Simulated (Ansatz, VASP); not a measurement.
## CdTe: VASP beside Ansatz

Wanted: the spread between two codes on one cell, functional and k mesh. The cell is taken from a series of VASP runs on this material, whose earlier steps may have relaxed, scaled or displaced it; both programs get it as it stands.

Method: plane waves, with VASP 6.6.1 beside it; band structure at PBE, band structure at r2SCAN and band structure at LDA, in Ansatz 0.2.0.

### 1. Starting point

It takes space group F-43m (No. 216, cubic). The conventional cell has a = 6.280 Å, b = 6.280 Å, c = 6.280 Å, α = 90.00°, β = 90.00°, γ = 90.00°. Te has 4 Cd at 2.72 Å nearest. Cd has 4 Te at 2.72 Å nearest. Farther neighbours and most contacts between anions are not listed.

### 2. Ansatz: band structure, PBE

Ansatz runs on its default PAW (the set named soft_2) files.

The same path points are solved in both programs, so levels can be compared one by one.

File input.yaml:

```yaml
crystal:
  lattice:
    - [0.0, 3.14, 3.14]
    - [3.14, 0.0, 3.14]
    - [3.14, 3.14, 0.0]
  atoms:
    - { symbol: Te, position: [0.75, 0.75, 0.75] }
    - { symbol: Cd, position: [0.0, 0.0, 0.0] }
hamiltonian:
  xc: pbe
  pseudopotentials: { kind: paw }
kpoints:
  mp_grid: { grid: [6, 6, 6] }
  band_path:
    path:
      - [0.0, 0.0, 0.0]
      - [0.16667, 0.0, 0.16667]
      - [0.33333, 0.0, 0.33333]
      - [0.5, 0.0, 0.5]
      - [0.5, 0.08333, 0.58333]
      - [0.5, 0.19444, 0.69444]
      - [0.5, 0.25, 0.75]
      - [0.45833, 0.29167, 0.75]
      - [0.40278, 0.34722, 0.75]
      - [0.375, 0.375, 0.75]
      - [0.20833, 0.20833, 0.41667]
      - [0.08333, 0.08333, 0.16667]
      - [0.0, 0.0, 0.0]
      - [0.22222, 0.22222, 0.22222]
      - [0.38889, 0.38889, 0.38889]
      - [0.51389, 0.47222, 0.51389]
      - [0.55556, 0.38889, 0.55556]
      - [0.61111, 0.27778, 0.61111]
      - [0.61111, 0.25, 0.63889]
      - [0.56944, 0.25, 0.68056]
      - [0.51389, 0.25, 0.73611]
      - [0.5, 0.27778, 0.72222]
      - [0.5, 0.38889, 0.61111]
      - [0.5, 0.47222, 0.52778]
      - [0.48611, 0.48611, 0.52778]
      - [0.43056, 0.43056, 0.63889]
      - [0.38889, 0.38889, 0.72222]
      - [0.59722, 0.19444, 0.59722]
      - [0.55556, 0.11111, 0.55556]
      - [0.5, 0.0, 0.5]
    npoints: 1
scf:
  occupations: { method: gaussian, width: 0.03 }
  n_extra_bands: 7
output:
  forces: true
  stress: true
  eigenvalues: true
```

Launch:

```bash
$ ansatz run input.yaml --threads 2 --pin off --max-ram 4608MiB --backend cpu --events-out ev --progress --plain --runs-dir out
```

Numbers of over 12 decimals in the logs are rounded to 6 here.

Output:

```text
scf.n_extra_bands = 7 over 18 filled bands (N_el = 36.0): the run solves 25 bands
Engine: ansatz 0.2.0, aarch64-unknown-linux-gnu
Pseudopotentials: kind: paw
Pseudopotential: Te, paw, valence charge 16, recommended cutoff 420 eV (normal), Te.paw.azcp
Pseudopotential: Cd, paw, valence charge 20, recommended cutoff 420 eV (normal), Cd.paw.azcp
Functional definition: PBE
  parameter kappa = 0.804
  parameter beta = 0.066725
  exchange = pbe_x(kappa = kappa, mu = beta*pi^2/3)
  correlation = pbe_c(beta = beta)
Crystal: 2 atoms, lattice volume = 61.918 Å³
Basis set: ecut = 420 eV, 1243 PW (Γ), exchange–correlation on 60×60×60 points (8 copies of the dense FFT grid, shifted against one another)
Bands: 25, of which v1, the nominal top of the filled ones, is band 18 counted from 1 (17 counted from 0)
Symmetry: 24 space group operations
Space group: F-43m (ITA 216), of the structure as read, at distance tolerance 4.0e-5 Å
k-points: 16 of 216 (time reversal used)
Non-local potential: Te, projectors of the file, l = 0: 2, l = 1: 2, l = 2: 2, l = 3: 2
Non-local potential: Cd, projectors of the file, l = 0: 3, l = 1: 2, l = 2: 2, l = 3: 1
PAW form: soft (Blöchl's): semilocal exchange-correlation on the pseudo side does not see the compensation charge
PAW one-centre angular grid: Te, 590 points (default); XC on 64 Gauss nodes
PAW one-centre angular grid: Cd, 590 points (default); XC on 64 Gauss nodes
Initial density: superposition of atomic densities (neutral atoms: chi_scale 0, normalization atom), corrected by the library's trained network
Initial wavefunctions: pseudopotential atomic-orbital guess
Functional: x = pbe(κ = 0.804, μ = 0.219515), c = pbe(β = 0.066725)
SCF iter   1: F=—  HF=-15235.105010 eV  |F-HF|=—  |Δ(HF+E_count)|=         —  Δρ=1.18e-3  dr2=1.87e-3  ethr=1.77e-3  ⟨swp⟩=6.4  Hψ=1962  notcnv=0
preconditioner: auto → none  [insulator: Δε(μ)=1.050 eV  Ē_g=13.891 eV  σ=0.030 eV  W_gap=1.00  n_scr=14 (ndim 8)  ℏωp=20.0 eV  f_vac=0.160  D(μ)=0.00/eV (n_scr^D=0)  ε∞_Penn≈3.1]
SCF iter   2: F=—  HF=-15235.104448 eV  |F-HF|=—  |Δ(HF+E_count)|=   5.62e-4  Δρ=4.65e-4  dr2=1.37e-4  ethr=5.19e-6  ⟨swp⟩=2.1  Hψ=745  notcnv=0  defer=41
SCF iter   3: F=—  HF=-15235.104487 eV  |F-HF|=—  |Δ(HF+E_count)|=   3.90e-5  Δρ=1.77e-4  dr2=1.95e-5  ethr=3.81e-7  ⟨swp⟩=2.6  Hψ=627  notcnv=0  defer=41
SCF iter   4: F=—  HF=-15235.104496 eV  |F-HF|=—  |Δ(HF+E_count)|=   8.32e-6  Δρ=5.85e-5  dr2=1.83e-6  ethr=5.43e-8  ⟨swp⟩=2.0  Hψ=498  notcnv=0  defer=41
iter 5 did not close the SCF: its close was put off for the readings that it lacked (scf_convergence_deferred on its scf_iter line)
SCF iter   5: F=-15235.104501 eV  HF=-15235.104501 eV  |F-HF|=2.21e-7  |Δ(HF+E_count)|=   5.67e-6  Δρ=1.28e-5  dr2=6.70e-8  ethr=5.10e-9  ⟨swp⟩=2.0  Hψ=503  notcnv=0  defer=41
SCF iter   6: F=-15235.104501 eV  HF=-15235.104501 eV  |F-HF|=7.99e-10  |Δ(HF+E_count)|=   2.69e-7  Δρ=1.73e-6  dr2=1.02e-9  ethr=1.86e-10  ⟨swp⟩=7.5  Hψ=1927  notcnv=0
SCF 1 converged in 6 iterations: F = -15235.104501 eV  dr2 = 1.02e-9
  greatest PAW one-centre occupation: 1.000 electrons in one spin orbital (limit 2), on the Cd atom at site 1 (counted from 0), in its partial waves of l = 0
NSCF: frozen V_eff on 30 k-points
SCF converged after 6 iterations
Free energy (F): -15235.104501 eV
Harris-Foulkes:  -15235.104501 eV  (|F-HF|=7.99e-10)
Internal energy: -15235.104501 eV  (E = F + TS)
E sigma→0 (E₀):  -15235.104501 eV
Fermi energy:    9.413726 eV
--- Per-component energies (eV) ---
  E_band       = -749.185311
  E_kinetic    = 687.950166
  E_local      = -5210.548591  (includes V_loc(G=0)·N_el)
  E_nonlocal   = -276.824345
  E_hartree    = 2648.880331
  E_xc         = -302.394251
  E_vxc        = -327.662209  (∫ρ·V_xc dr)
  E_paw        = -8745.556606  (= ΣΔE_a)
  E_vpaw       = -919.862388  (= ΣTr[D̂ρ^β])
  E_aug_tail   = -0.000157  (compensation charges beyond the density's cutoff)
  E_ewald      = -4036.611048
  E_smearing   = -0.000000  (= −TS)
  E_closure    = 0.000000  (closes the sum)
  Σ components = -15235.104501   (vs F -15235.104501, Δ=0.00e0)
--- Forces (eV/Å), atoms counted from 1 ---
  atom   1  Te     0.00000000    -0.00000000     0.00000000
  atom   2  Cd    -0.00000000     0.00000000    -0.00000000
  max |Σ_I F_I| component: 1.18e-16 eV/Å
--- Stress (GPa, compression-positive) ---
        8.076700       0.000000      -0.000000
        0.000000       8.076700       0.000000
       -0.000000       0.000000       8.076700
  P = ⅓ Tr σ = 8.0767 GPa (80.767 kbar)
--- Band table (eV; the first three rows and the last of 16) ---
  k-point 0: bands = [... 14 lower, 0.5650, 8.8824, 8.8824, 8.8824, 9.9442, 13.4208, 13.4208, 13.4208, ... 3 higher]
  k-point 1: bands = [... 14 lower, 0.5631, 7.0169, 8.6055, 8.6055, 10.9655, 13.6594, 13.8047, 13.8047, ... 3 higher]
  k-point 2: bands = [... 14 lower, 0.6564, 4.9077, 8.1520, 8.1520, 10.9226, 14.0963, 14.0963, 15.3800, ... 3 higher]
  k-point 15: bands = [... 14 lower, 1.2616, 4.1881, 6.2862, 6.3541, 12.5775, 12.7390, 15.7553, 16.0261, ... 3 higher]
```

The job ended after 4.5 s (2 threads of Arm Neoverse N1, shared host; peak memory 0.32 GiB; 8.5 s of CPU time).

### 3. VASP: band structure, PBE

The same cell, functional, mesh and smearing now go to VASP, with its own data sets and cutoff.

Lines of VASP's logs that name or quote its potential files are left out, and so is its time.

File INCAR:

```
SYSTEM = CdTe
PREC = Accurate
ENCUT = 350
EDIFF = 1E-06
NELM = 100
ISMEAR = 0
SIGMA = 0.03
LREAL = .FALSE.
ALGO = Normal
GGA = PE
NBANDS = 21
LORBIT = 11
LWAVE = .FALSE.
LCHARG = .FALSE.
KPAR = 4
LASPH = .TRUE.
```

File POSCAR:

```
CdTe
1.0
    0.0000000000      3.1400000000      3.1400000000
    3.1400000000      0.0000000000      3.1400000000
    3.1400000000      3.1400000000      0.0000000000
Te Cd
1 1
Direct
    0.7500000000      0.7500000000      0.7500000000
    0.0000000000      0.0000000000      0.0000000000
```

File KPOINTS:

```
Automatic mesh
0
Gamma
6 6 6
0 0 0
```

File KPOINTS_OPT:

```
Line mode
10
Line-mode
Reciprocal
  0.00000000   0.00000000   0.00000000 GAMMA
  0.50000000   0.00000000   0.50000000 X

  0.50000000   0.00000000   0.50000000 X
  0.50000000   0.25000000   0.75000000 W

  0.50000000   0.25000000   0.75000000 W
  0.37500000   0.37500000   0.75000000 K

  0.37500000   0.37500000   0.75000000 K
  0.00000000   0.00000000   0.00000000 GAMMA

  0.00000000   0.00000000   0.00000000 GAMMA
  0.50000000   0.50000000   0.50000000 L

  0.50000000   0.50000000   0.50000000 L
  0.62500000   0.25000000   0.62500000 U

  0.62500000   0.25000000   0.62500000 U
  0.50000000   0.25000000   0.75000000 W

  0.50000000   0.25000000   0.75000000 W
  0.50000000   0.50000000   0.50000000 L

  0.50000000   0.50000000   0.50000000 L
  0.37500000   0.37500000   0.75000000 K

  0.62500000   0.25000000   0.62500000 U
  0.50000000   0.00000000   0.50000000 X
```

Potentials, in the order of the species: Te and Cd (PBE family, release 64).

Launch:

```bash
$ mpirun -np 4 vasp_std
```

Output:

```text
[banner, memory and clock lines left out]
running    4 mpi-ranks, on    1 nodes
 distrk:  each k-point on    1 cores,    4 groups
 distr:  one band on    1 cores,    1 groups

 POSCAR found type information on POSCAR TeCd
 POSCAR found :  2 types and       2 ions
 LDA part: xc-table for (Slater+PW92), standard interpolation
 POSCAR, INCAR and KPOINTS ok, starting setup
 FFT: planning ... GRIDC
 FFT: planning ... GRID_SOFT
 FFT: planning ... GRID
 WAVECAR not read
 entering main loop
       N       E                     dE             d eps       ncg     rms          rms(c)
DAV:   1     0.882799242893E+02    0.88280E+02   -0.66506E+03   688   0.552E+02
DAV:   2    -0.167106911528E+01   -0.89951E+02   -0.85716E+02   777   0.176E+02
DAV:   3    -0.476871357105E+01   -0.30976E+01   -0.30871E+01   805   0.339E+01
DAV:   4    -0.479612044267E+01   -0.27407E-01   -0.27404E-01   860   0.288E+00
DAV:   5    -0.479631719729E+01   -0.19675E-03   -0.19675E-03   831   0.187E-01    0.701E+00
DAV:   6    -0.458281040027E+01    0.21351E+00   -0.25260E-01   758   0.588E+00    0.546E+00
DAV:   7    -0.456406446128E+01    0.18746E-01   -0.10440E-01   760   0.178E+00    0.186E+00
DAV:   8    -0.456476558841E+01   -0.70113E-03   -0.13195E-02   772   0.105E+00    0.485E-01
DAV:   9    -0.456494558409E+01   -0.18000E-03   -0.94336E-04   748   0.285E-01    0.133E-01
DAV:  10    -0.456500834128E+01   -0.62757E-04   -0.10730E-04   750   0.834E-02    0.526E-02
DAV:  11    -0.456503630698E+01   -0.27966E-04   -0.39489E-05   707   0.351E-02    0.150E-02
DAV:  12    -0.456503765442E+01   -0.13474E-05   -0.19940E-06   819   0.123E-02    0.759E-03
DAV:  13    -0.456503825373E+01   -0.59931E-06   -0.18683E-06   722   0.622E-03
   1 F= -.45650383E+01 E0= -.45650383E+01  d E =-.155040E-25
 Start KPOINTS_OPT (optional k-point list driver)
k-point batch [1-16\100]
       N       E                     dE             ncg
DAV:   1     0.448115182296E+03   -0.52563E+04      704
DAV:   2    -0.926157836984E+03   -0.13743E+04      773
DAV:   3    -0.972440350238E+03   -0.46283E+02      777
DAV:   4    -0.972837692936E+03   -0.39734E+00      919
DAV:   5    -0.972840819633E+03   -0.31267E-02      808
DAV:   6    -0.972840896556E+03   -0.76923E-04      852
DAV:   7    -0.972840898739E+03   -0.21833E-05      723
DAV:   8    -0.972840898800E+03   -0.61119E-07      594
[...]
k-point batch [97-100\100]
       N       E                     dE             ncg
DAV:   1     0.579613188791E+04   -0.19537E+04      192
DAV:   2     0.549669577871E+04   -0.29944E+03      188
DAV:   3     0.548734922590E+04   -0.93466E+01      208
DAV:   4     0.548726358080E+04   -0.85645E-01      217
DAV:   5     0.548726294096E+04   -0.63984E-03      208
DAV:   6     0.548726292358E+04   -0.17380E-04      204
DAV:   7     0.548726292302E+04   -0.55770E-06      208
```

Parts of OUTCAR (step 3):

```text
ion  position               nearest neighbor table
   1  0.750  0.750  0.750-   2 2.72   2 2.72   2 2.72   2 2.72
   2  0.000  0.000  0.000-   1 2.72   1 2.72   1 2.72   1 2.72

  LATTYP: Found a face centered cubic cell.
 ALAT       =     6.2800000000

 Subroutine GETGRP returns: Found 24 space group operations
 (whereof 24 operations were pure point group operations)

The static configuration has the point symmetry T_d .

 Found     16 irreducible k-points:

   k-points           NKPTS =     16   k-points in BZ     NKDIM =     16   number of bands    NBANDS=     21

   dimension x,y,z NGX =    28 NGY =   28 NGZ =   28
   dimension x,y,z NGXF=    56 NGYF=   56 NGZF=   56

   ENCUT  =  350.0 eV  25.72 Ry    5.07 a.u.   6.77  6.77  6.77*2*pi/ulx,y,z

   NELECT =      18.0000    total number of electrons

 k-points in reciprocal lattice and weights: Automatic mesh
   0.00000000  0.00000000  0.00000000       0.005
   0.16666667  0.00000000  0.00000000       0.037
   0.33333333  0.00000000  0.00000000       0.037
   0.50000000  0.00000000  0.00000000       0.019
   0.16666667  0.16666667  0.00000000       0.028
   0.33333333  0.16666667  0.00000000       0.111
   0.50000000  0.16666667  0.00000000       0.111
  -0.33333333  0.16666667  0.00000000       0.111
  -0.16666667  0.16666667  0.00000000       0.056
[...]
-0.33333333  0.33333333  0.16666667       0.111
  -0.33333333  0.50000000  0.16666667       0.056

 average (electrostatic) potential at core
       1 -90.6419       2 -38.4007

 E-fermi :   3.4838

 k-point     1 :       0.0000    0.0000    0.0000
  band No.  band energies     occupation
    ...
      5      -5.0515      2.00000
      6      -5.0515      2.00000
      7       3.2694      2.00000
      8       3.2694      2.00000
      9       3.2694      2.00000
     10       4.3302      0.00000
     11       7.7824      0.00000
     12       7.7824      0.00000
     13       7.7824      0.00000
     14      10.8399      0.00000
    ...

 k-point     2 :       0.1667    0.0000    0.0000
  band No.  band energies     occupation
    ...
      5      -5.0529      2.00000
      6      -5.0529      2.00000
      7       1.3962      2.00000
      8       2.9911      2.00000
      9       2.9911      2.00000
     10       5.3505      0.00000
     11       8.0415      0.00000
     12       8.1669      0.00000
     13       8.1669      0.00000
     14      11.7768      0.00000
    ...

 k-point     3 :       0.3333    0.0000    0.0000
  band No.  band energies     occupation
    ...
      5      -5.0480      2.00000
      6      -4.9601      2.00000
      7      -0.7175      2.00000
      8       2.5361      2.00000
      9       2.5361      2.00000
     10       5.3009      0.00000
     11       8.4555      0.00000
     12       8.4555      0.00000
     13       9.7858      0.00000
     14      11.3581      0.00000
    ...

  Total        3.0698960      3.0698960      3.0698960     -0.0000000     -0.0000000      0.0000000
  in kB       79.4356234     79.4356234     79.4356234     -0.0000000     -0.0000000      0.0000000
  external PRESSURE =      79.4356234 kB  Pullay stress =       0.0000000 kB

  energy-cutoff  :      350.00
  volume of cell :       61.92
      direct lattice vectors                 reciprocal lattice vectors
     0.000000000  3.140000000  3.140000000    -0.159235669  0.159235669  0.159235669
     3.140000000  0.000000000  3.140000000     0.159235669 -0.159235669  0.159235669
     3.140000000  3.140000000  0.000000000     0.159235669  0.159235669 -0.159235669

 POSITION                                       TOTAL-FORCE (eV/Angst)
 -----------------------------------------------------------------------------------
      4.71000      4.71000      4.71000        -0.000000     -0.000000     -0.000000
      0.00000      0.00000      0.00000         0.000000      0.000000      0.000000
 -----------------------------------------------------------------------------------
    total drift:                                0.000002      0.000002      0.000002

  FREE ENERGIE OF THE ION-ELECTRON SYSTEM (eV)
  ---------------------------------------------------
  free  energy   TOTEN  =        -4.5650382537 eV

  energy  without entropy=       -4.5650382537  energy(sigma->0) =       -4.56503825

 total charge
# of ion       s       p       d       tot
------------------------------------------
    1        1.346   2.114   0.028   3.489
    2        0.488   0.378   9.514  10.380
--------------------------------------------------
tot          1.834   2.492   9.542  13.868

[... 3 further parts left out ...]
```

The run ends at a pressure of 7.94 GPa.

### 4. Comparison

Known differences besides the potentials themselves: the data sets hold 36 valence electrons in Ansatz (default PAW (the set named soft_2) files) and 18 in VASP; the cutoff is 420 eV in Ansatz and 350 eV in VASP. Total energies have different zeros and are not compared.

Both answers:

```csv
quantity,Ansatz,VASP,difference
pressure (GPa),8.08,7.94,+0.13
gap over the path points (eV),1.062,1.061,+0.001
```

Levels at points of the path, from each program's valence-band top (eV; 4 filled, then empty):

| k (reciprocal lattice) | Ansatz | VASP |
| --- | --- | --- |
| 0.000 0.000 0.000 | -8.32 0.00 0.00 0.00 1.06 4.54 4.54 | -8.32 0.00 0.00 0.00 1.06 4.51 4.51 |
| 0.167 0.000 0.167 | -8.31 -1.81 -0.73 -0.73 2.81 3.58 5.63 | -8.31 -1.82 -0.74 -0.74 2.82 3.56 5.61 |
| 0.333 0.000 0.333 | -8.11 -3.77 -1.78 -1.78 2.59 3.17 7.67 | -8.11 -3.78 -1.79 -1.79 2.57 3.16 7.68 |
| 0.500 0.000 0.500 | -7.71 -4.78 -2.21 -2.21 2.39 2.63 9.35 | -7.71 -4.80 -2.22 -2.22 2.38 2.61 9.38 |
| 0.500 0.083 0.583 | -7.68 -4.76 -2.34 -2.32 2.75 2.98 8.48 | -7.68 -4.77 -2.35 -2.33 2.74 2.97 8.47 |
| 0.500 0.194 0.694 | -7.61 -4.68 -2.66 -2.58 4.08 4.18 6.35 | -7.61 -4.69 -2.67 -2.59 4.07 4.17 6.34 |
| 0.500 0.250 0.750 | -7.59 -4.66 -2.72 -2.62 4.58 4.65 5.67 | -7.59 -4.67 -2.73 -2.63 4.57 4.64 5.66 |
| 0.458 0.292 0.750 | -7.61 -4.66 -2.86 -2.37 3.92 4.68 6.12 | -7.61 -4.68 -2.87 -2.38 3.91 4.68 6.11 |
| 0.403 0.347 0.750 | -7.64 -4.68 -2.99 -1.91 2.96 4.65 7.24 | -7.64 -4.70 -3.00 -1.92 2.95 4.65 7.23 |
| 0.375 0.375 0.750 | -7.64 -4.68 -3.01 -1.83 2.82 4.64 7.55 | -7.64 -4.70 -3.02 -1.84 2.80 4.64 7.53 |

Among the levels compared at these points, filled levels agree within 14 meV and empty ones within 35 meV. Ansatz's pressure holds a Pulay correction of 0.04 GPa; VASP's holds none.

[end of part 1 of 2]

[Lines on the potential files, build, host, timing and source positions are cut from VASP's logs without a mark.]

[Logs are printed without paths, hosts, clocks, repeated set-up lines and the standing remarks that a program may print on its own settings, such as how far it seeks lower states.]

[Hosts, paths, dates, database ids (printed as entryN), source tags and the programs' standing remarks are cut or masked in the printed files.]
